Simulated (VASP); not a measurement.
AlN:

```
Al N
1.0
     3.11300    0.00000    0.00000
    -1.55650    2.69594    0.00000
     0.00000    0.00000    4.98100
Al N
2 2
Cartesian
  1.5565 0.8986 2.4905
  0.0000 1.7973 0.0000
  1.5565 0.8986 4.3833
  0.0000 1.7973 1.8928
```

Base run:

| Quantity | Value |
| --- | --- |
| Program | VASP 6.6.1 |
| Functional | HSE03 |
| Potentials or basis | VASP PAW PBE potentials, release 64 (Al, N) |
| Cutoff | 520 eV |
| k mesh | 6 × 6 × 4 |
| Occupations | gaussian, width 0.02 eV |
| Spin | no spin polarisation |

Its results: band gap on the k mesh 5.35 eV, direct; pressure -1.5 GPa; largest force 0.128 eV/Å.

**Question.** The run is repeated on the same cell with these changes: functional from HSE03 to r2SCAN-EpsX. What comes out?

**Answer.** Band gap on the k mesh 6.52 eV, direct; pressure -4.0 GPa; largest force 0.125 eV/Å.

Caveats: the PAW data sets were made with another functional, which shifts forces and pressure a little.

Not every run made on this cell is shown here.
